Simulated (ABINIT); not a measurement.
Runs of ABINIT 10.8.3 (patched build) on Ge. The structure is hexagonal, space group P6_3/mmc (No. 194). The conventional cell has a = 3.998 Å, b = 3.998 Å, c = 6.599 Å, α = 90.00°, β = 90.00°, γ = 120.00°. Ge (site symmetry 3m) is surrounded by 4 Ge at 2.45 to 2.47 Å. This isn't the form of Ge at room conditions, which is diamond.

```tsv
level	gap on the mesh (eV)	pressure (GPa)	largest force (eV/Å)
PW91	(c)	2.8	0.01
WC	0.14	0.1	0.01
BLYP	0.19	6.6	0.03
r2SCAN	0.08	-0.1	0.01
SCAN	none	-0.3	0.01
RPBE	none	4.7	0.02
PBE	0.13	(a)	0.01
AM05	0.12	0.1	-
LDA	(d)	-1.9	-
PBEsol	0.11	(b)	-
revPBE	none	4.2	0.02
```

Alike in all rows: task single point; potentials or basis Ansatz PAW PBE default generated set, frozen core; no spin polarisation; cell as given; k mesh 8 × 8 × 4; cutoff (eV) 490; smearing fermi-dirac 0.05 eV.

Question: Fill in the values left out.

Answer: (a) 2.9; (b) 0.0; (c) 0.17; (d) 0.16.

Caveats: the atomic spheres overlap; the PAW data sets were made with another functional, which shifts forces and pressure a little (some runs).

A k mesh can miss the band edges, and the runs leave out spin-orbit coupling on Ge.

A gap of «none» marks a metal or a gap under the smearing width.
